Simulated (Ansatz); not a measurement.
## AlN (P6_3mc): the PBE gap against the k mesh of the density

Aim: see how gap, energy and time of AlN (P6_3mc) follow the k mesh of the density.

Calculated with Ansatz 0.2.0; DFT, PBE, plane waves, PAW.

The database entry behind the starting cell differs from later determinations by our own check (inner coordinate u about 0.002 short), so it need not match the best structure at ambient conditions.

## 1. The structure

It takes space group P6_3mc (No. 186, hexagonal). Conventional cell: a = 3.113 Å, b = 3.113 Å, c = 4.981 Å, α = 90.00°, β = 90.00°, γ = 120.00°. Nearest to Al lie 4 N at 1.89 Å. Nearest to N lie 4 Al at 1.89 Å. Farther neighbours and most contacts between anions are not listed.

The cell and positions come from the Crystallography Open Database and are kept as given unless a step says otherwise. The default PAW set here is soft_1. Its files were made with PBE.

## 2. k mesh of the density: 3×3×2

input.yaml

```yaml
crystal:
  lattice:
    - [3.113, 0.0, 0.0]
    - [-1.5565, 2.695937082, 0.0]
    - [0.0, 0.0, 4.981]
  atoms:
    - { symbol: Al, position: [0.3333333333, 0.6666666667, 0.0] }
    - { symbol: Al, position: [0.6666666667, 0.3333333333, 0.5] }
    - { symbol: "N", position: [0.3333333333, 0.6666666667, 0.38] }
    - { symbol: "N", position: [0.6666666667, 0.3333333333, 0.88] }
kpoints:
  mp_grid: { grid: [3, 3, 2] }
  band_path:
    path:
      - [0.0, 0.0, 0.0]
      - [0.5, 0.0, 0.0]
      - [0.33333333, 0.33333333, 0.0]
      - [0.0, 0.0, 0.5]
      - [0.5, 0.0, 0.5]
      - [0.33333333, 0.33333333, 0.5]
    npoints: 1
hamiltonian:
  xc: pbe
  pseudopotentials: { kind: paw, azcp: { folder: "./paw" } }
scf:
  occupations: { method: fixed }
  n_extra_bands: 5
output:
  eigenvalues: true
```

Run with:

```sh
> ansatz run input.yaml --threads 3 --pin off --max-ram 92160MiB --backend cuda --events-out ev --progress --plain --runs-dir out --devices 1 --max-vram 13GiB
```

Numbers of over 12 decimals in the logs are rounded to 6 here.

Output:

```text
scf.n_extra_bands = 5 over 8 filled bands (N_el = 16.0): the run solves 13 bands
GPUs: using 1 of 1 available (devices: 1).
Engine: ansatz 0.2.0, x86_64-unknown-linux-gnu
Pseudopotentials: kind: paw
Pseudopotential: Al, paw, valence charge 3, recommended cutoff 420 eV (normal), <dir>
Pseudopotential: N, paw, valence charge 5, recommended cutoff 420 eV (normal), <dir>
Functional definition: PBE
  parameter kappa = 0.804
  parameter beta = 0.066725
  exchange = pbe_x(kappa = kappa, mu = beta*pi^2/3)
  correlation = pbe_c(beta = beta)
device memory: the entry about to start is reckoned to put 1.5 GiB on a device that reports 68.8 GiB free (of which the cap on the GPU budget leaves the run 13.0 GiB)
GPU FFT provider: cuFFT
GPU libraries: cuBLAS 13.8.2, cuFFT 12.4.0, cuSOLVER 12.3.4
Crystal: 4 atoms, lattice volume = 41.803 Å³
Basis set: ecut = 420 eV, 809 PW (Γ)
Bands: 13, of which v1, the nominal top of the filled ones, is band 8 counted from 1 (7 counted from 0)
Symmetry: 12 space group operations
Space group: P63mc (ITA 186), of the structure as read, at distance tolerance 3.5e-5 Å
k-points: 6 of 18
Non-local potential: Al, projectors of the file, l = 0: 2, l = 1: 2, l = 2: 1
Non-local potential: N, projectors of the file, l = 0: 2, l = 1: 2, l = 2: 1
PAW form: soft (Blöchl's): semilocal exchange-correlation on the pseudo side does not see the compensation charge
PAW one-centre angular grid: Al, 110 points (default); XC on 64 Gauss nodes
PAW one-centre angular grid: N, 110 points (default); XC on 64 Gauss nodes
Initial density: superposition of atomic densities (chi_scale 0.1, normalization cell, long waves kept (reshape's long-wave potential 0.00 eV rms))
Initial wavefunctions: pseudopotential atomic-orbital guess
GPU buffer pool allocated for 20736 grid points (all kernels)
GPU transforms: local potential and band sums: pruned to the plane-wave sphere, on 24×24×36
Functional: x = pbe(κ = 0.804, μ = 0.219515), c = pbe(β = 0.066725)
SCF iter   1: F=—  HF=-1851.325448 eV  |F-HF|=—  |Δ(HF+E_count)|=         —  Δρ=1.41e-1  dr2=1.01e1  ethr=3.10e-3  ⟨swp⟩=4.8  Hψ=399  notcnv=0  defer=6
preconditioner: auto → none  [insulator: Δε(μ)=5.473 eV  Ē_g=14.957 eV  n_scr=2 (ndim 8)  ℏωp=23.0 eV  f_vac=0.000  ε∞_Penn≈3.4]
SCF iter   2: F=—  HF=-1848.725457 eV  |F-HF|=—  |Δ(HF+E_count)|=    2.60e0  Δρ=7.60e-2  dr2=1.39e0  ethr=3.10e-3  ⟨swp⟩=3.0  Hψ=222  notcnv=0  defer=15
SCF iter   3: F=—  HF=-1848.335958 eV  |F-HF|=—  |Δ(HF+E_count)|=   3.89e-1  Δρ=2.36e-2  dr2=1.18e-1  ethr=3.10e-3  ⟨swp⟩=2.5  Hψ=187  notcnv=0  defer=16
SCF iter   4: F=—  HF=-1848.325114 eV  |F-HF|=—  |Δ(HF+E_count)|=   1.08e-2  Δρ=1.38e-3  dr2=4.36e-4  ethr=7.36e-4  ⟨swp⟩=2.0  Hψ=84  notcnv=0  defer=18
SCF iter   5: F=—  HF=-1848.324962 eV  |F-HF|=—  |Δ(HF+E_count)|=   1.52e-4  Δρ=3.65e-4  dr2=1.44e-5  ethr=2.72e-6  ⟨swp⟩=2.2  Hψ=117  notcnv=0  defer=18
SCF iter   6: F=—  HF=-1848.324969 eV  |F-HF|=—  |Δ(HF+E_count)|=   6.41e-6  Δρ=2.91e-5  dr2=2.28e-7  ethr=9.03e-8  ⟨swp⟩=2.0  Hψ=126  notcnv=0  defer=6
SCF iter   7: F=-1848.324969 eV  HF=-1848.324969 eV  |F-HF|=1.94e-9  |Δ(HF+E_count)|=   7.71e-8  Δρ=2.69e-6  dr2=1.64e-9  ethr=6.25e-10  ⟨swp⟩=7.3  Hψ=444  notcnv=0
SCF 1 converged in 7 iterations: F = -1848.324969 eV  dr2 = 1.64e-9
[...]
device memory: the entry about to start is reckoned to put 0.7 GiB on a device that reports 68.3 GiB free (of which the cap on the GPU budget leaves the run 13.0 GiB)
NSCF: frozen V_eff on 6 k-points
SCF converged after 7 iterations
Free energy (F): -1848.324969 eV
Harris-Foulkes:  -1848.324969 eV  (|F-HF|=1.94e-9)
Internal energy: -1848.324969 eV  (E = F + TS)
E sigma→0 (E₀):  -1848.324969 eV
Fermi energy:    7.167314 eV
--- Per-component energies (eV) ---
  E_band       = 31.204035
  E_kinetic    = 314.223066
  E_local      = -421.950702  (includes V_loc(G=0)·N_el)
  E_nonlocal   = 88.838385
  E_hartree    = 156.234420
  E_xc         = -198.200908
  E_vxc        = -214.109734  (∫ρ·V_xc dr)
  E_paw        = -1195.807751  (= ΣΔE_a)
  E_vpaw       = -48.267882  (= ΣTr[D̂ρ^β])
  E_aug_tail   = 0.001792  (compensation charges beyond the density's cutoff)
  E_ewald      = -591.663270
  E_smearing   = -0.000000  (= −TS)
  E_closure    = -0.000000  (closes the sum)
  Σ components = -1848.324969   (vs F -1848.324969, Δ=0.00e0)
--- Band table (eV; the first three rows and the last of 6) ---
  k-point 0: bands = [... 4 lower, 6.3385, 6.9910, 6.9910, 7.1673, 11.3626, 13.8028, 17.7719, 18.2907, ... 1 higher]
  k-point 1: bands = [... 4 lower, 6.6550, 6.6550, 6.6550, 6.6550, 13.6172, 13.6172, 17.4864, 17.4864, ... 1 higher]
  k-point 2: bands = [... 4 lower, 3.8702, 5.3532, 6.2986, 6.6531, 13.3913, 13.8448, 15.1129, 17.4859, ... 1 higher]
  k-point 5: bands = [... 4 lower, 3.3321, 3.3321, 6.3873, 6.3873, 14.5736, 14.5736, 14.9944, 14.9944, ... 1 higher]
```

The job ended after 14 s (1 × NVIDIA H100 80GB HBM3 (shared by 6 runs) with 3 threads of AMD EPYC 7R13 (Zen 3), shared host; peak memory 0.86 GiB; 2.5 s of CPU time).

Numbers from this step:

| Item | Value |
| --- | --- |
| gap | 4.195 eV |
| valence top at | Γ |
| conduction bottom at | Γ |
| least direct gap | 4.195 eV |

The gap is direct, at Γ.

## 3. k mesh of the density: 6×6×2

input.yaml, as its differences from that of step 2:

```diff
@@ -11,3 +11,3 @@
 kpoints:
-  mp_grid: { grid: [3, 3, 2] }
+  mp_grid: { grid: [6, 6, 2] }
   band_path:
```

Output:

```text
[...]
GPUs: using 1 of 1 available (devices: 1).
[...]
GPU FFT provider: cuFFT
GPU libraries: cuBLAS 13.8.2, cuFFT 12.4.0, cuSOLVER 12.3.4
Crystal: 4 atoms, lattice volume = 41.803 Å³
Basis set: ecut = 420 eV, 809 PW (Γ)
Bands: 13, of which v1, the nominal top of the filled ones, is band 8 counted from 1 (7 counted from 0)
[... 1 set-up line as in the run before ...]
[...]
k-points: 14 of 72
[...]
--- Band table (eV; the first three rows and the last of 14) ---
  k-point 0: bands = [... 4 lower, 6.2845, 6.9330, 6.9330, 7.1122, 11.3259, 13.7812, 17.7272, 18.2821, ... 1 higher]
  k-point 1: bands = [... 4 lower, 6.5991, 6.5991, 6.5991, 6.5991, 13.5799, 13.5799, 17.4643, 17.4643, ... 1 higher]
  k-point 2: bands = [... 4 lower, 5.6450, 5.8936, 6.8545, 6.9420, 12.6096, 14.8408, 16.2977, 16.9064, ... 1 higher]
  k-point 13: bands = [... 4 lower, 3.2960, 3.2960, 6.3356, 6.3356, 14.5445, 14.5445, 14.9798, 14.9798, ... 1 higher]
[key lines of the parts left out:]
SCF converged after 7 iterations
Free energy (F): -1848.508049 eV
Fermi energy:    7.112224 eV
```

Elapsed: 12 s, on 1 × NVIDIA H100 80GB HBM3 (shared by 6 runs) with 3 threads; peak memory 0.86 GiB.

Numbers from this step:

```
gap                  : 4.214 eV
valence top at       : Γ
conduction bottom at : Γ
least direct gap     : 4.214 eV
```

The gap is 4.214 eV, +0.018 eV from the run before at this level.

## 4. k mesh of the density: 12×12×6 (the default)

input.yaml, the sections that differ from step 3:

```yaml
kpoints:
  mp_grid: { grid: [12, 12, 6] }
  band_path:
    path:
      - [[0.0, 0.0, 0.0], [0.5, 0.0, 0.0], [0.33333333, 0.33333333, 0.0], [0.0, 0.0, 0.0], [0.0, 0.0, 0.5], [0.5, 0.0, 0.5], [0.33333333, 0.33333333, 0.5], [0.0, 0.0, 0.5]]
      - [[0.5, 0.0, 0.5], [0.5, 0.0, 0.0]]
      - [[0.33333333, 0.33333333, 0.5], [0.33333333, 0.33333333, 0.0]]
    npoints: 10
scf:
  occupations: { method: fermi_dirac, width: 0.02 }
  n_extra_bands: 5
output:
  eigenvalues: true
  write_density: true
  write_potential: true
  elf: true
  volumetric_format: npy
# crystal, hamiltonian: as in step 3
```

Output:

```text
[...]
GPUs: using 1 of 1 available (devices: 1).
[...]
GPU FFT provider: cuFFT
GPU libraries: cuBLAS 13.8.2, cuFFT 12.4.0, cuSOLVER 12.3.4
Crystal: 4 atoms, lattice volume = 41.803 Å³
Basis set: ecut = 420 eV, 809 PW (Γ)
Bands: 13, of which v1, the nominal top of the filled ones, is band 8 counted from 1 (7 counted from 0)
[... 1 set-up line as in the run before ...]
[...]
--- Band table (eV; the first three rows and the last of 76) ---
  k-point 0: bands = [... 4 lower, 6.2838, 6.9322, 6.9322, 7.1117, 11.3254, 13.7809, 17.7266, 18.2820, ... 1 higher]
  k-point 1: bands = [... 4 lower, 6.3250, 6.5133, 6.8862, 6.8862, 11.8171, 13.8474, 17.5535, 18.2490, ... 1 higher]
  k-point 2: bands = [... 4 lower, 6.4388, 6.4388, 6.7628, 6.7628, 12.7683, 13.9055, 17.2818, 18.2961, ... 1 higher]
  k-point 75: bands = [... 4 lower, 3.2955, 3.2955, 6.3350, 6.3350, 14.5440, 14.5440, 14.9797, 14.9797, ... 1 higher]
[key lines of the parts left out:]
SCF converged after 6 iterations
Free energy (F): -1848.509524 eV
Fermi energy:    9.225243 eV
```

Run time: 6.9 s. Hardware: 1 × NVIDIA H100 80GB HBM3 (shared by 6 runs) with 3 threads; peak memory 0.91 GiB.

This step gave:

```yaml
gap: 4.214 eV
valence_top_at: Γ
conduction_bottom_at: Γ
least_direct_gap: 4.214 eV
```

The gap is 4.214 eV, as in the run before at this level.

## 5. k mesh of the density: 12×12×8

input.yaml, the sections that differ from step 4:

```yaml
kpoints:
  mp_grid: { grid: [12, 12, 8] }
  band_path:
    path:
      - [0.0, 0.0, 0.0]
      - [0.5, 0.0, 0.0]
      - [0.33333333, 0.33333333, 0.0]
      - [0.0, 0.0, 0.5]
      - [0.5, 0.0, 0.5]
      - [0.33333333, 0.33333333, 0.5]
    npoints: 1
scf:
  occupations: { method: fixed }
  n_extra_bands: 5
output:
  eigenvalues: true
# crystal, hamiltonian: as in step 4
```

Output:

```text
[...]
GPUs: using 1 of 1 available (devices: 1).
[...]
GPU FFT provider: cuFFT
GPU libraries: cuBLAS 13.8.2, cuFFT 12.4.0, cuSOLVER 12.3.4
Crystal: 4 atoms, lattice volume = 41.803 Å³
Basis set: ecut = 420 eV, 809 PW (Γ)
Bands: 13, of which v1, the nominal top of the filled ones, is band 8 counted from 1 (7 counted from 0)
[... 1 set-up line as in the run before ...]
[...]
--- Band table (eV; the first three rows and the last of 95) ---
  k-point 0: bands = [... 4 lower, 6.2838, 6.9322, 6.9322, 7.1118, 11.3254, 13.7809, 17.7266, 18.2820, ... 1 higher]
  k-point 1: bands = [... 4 lower, 6.3073, 6.7576, 6.9060, 6.9060, 11.6196, 13.8210, 17.6239, 18.2589, ... 1 higher]
  k-point 2: bands = [... 4 lower, 6.3741, 6.3741, 6.8324, 6.8324, 12.2810, 13.8983, 17.3971, 18.2492, ... 1 higher]
  k-point 94: bands = [... 4 lower, 3.2955, 3.2955, 6.3351, 6.3351, 14.5440, 14.5440, 14.9797, 14.9797, ... 1 higher]
[key lines of the parts left out:]
SCF converged after 7 iterations
Free energy (F): -1848.509544 eV
Fermi energy:    7.111755 eV
```

Elapsed: 19 s, on 1 × NVIDIA H100 80GB HBM3 (shared by 6 runs) with 3 threads; peak memory 0.85 GiB.

This step gave:

| Property | Result |
| --- | --- |
| gap | 4.214 eV |
| valence top at | Γ |
| conduction bottom at | Γ |
| least direct gap | 4.214 eV |

The gap is 4.214 eV, as in the run before at this level.

## 6. The series

Differences are against the last row; a negative gap means that bands overlap, and a run with a band path holds that path's time. Times are wall times on 1 × NVIDIA H100 80GB HBM3 (shared by 6 runs) with 3 threads of AMD EPYC 7R13 (Zen 3), shared host, good to a factor of about two.

```csv
k mesh of the density,gap (eV),direct gap (eV),gap error (eV),energy error (meV/atom),irreducible k,time
3×3×2,4.195,4.195,−0.018,+46.1,6,14 s
6×6×2,4.214,4.214,+0.000,+0.4,14,12 s
12×12×6,4.214,4.214,+0.000,+0.0,76,6.9 s
12×12×8,4.214,4.214,+0.000,+0.0,95,19 s
```

## 7. What came out

* 3×3×2: 4.195 eV
* 6×6×2: 4.214 eV
* 12×12×6: 4.214 eV
* 12×12×8: 4.214 eV

The gap holds to 0.02 eV from 3×3×2 on, the cheapest setting tried. At 3×3×2 the gap is off by −0.018 eV and the energy by +46 meV/atom. The gap is read over the mesh and added points near the edges, so meshes differ mainly through the density and, for a hybrid, the exchange operator.

[Paths, hosts, dates, memory and timing lines, banners, echoed tables and standing remarks are left out of the program output.]

[Logs are printed without paths, hosts, clocks, repeated set-up lines and the standing remarks that a program may print on its own settings, such as how far it seeks lower states.]

[Runs of the session that timed out or met a known fault of the program may be left out.]

[Cells called generated may have been cut or substituted from an entry of the Crystallography Open Database or the Materials Project.]

[Hosts, paths, dates, database ids (printed as entryN), source tags and the programs' standing remarks are cut or masked in the printed files.]
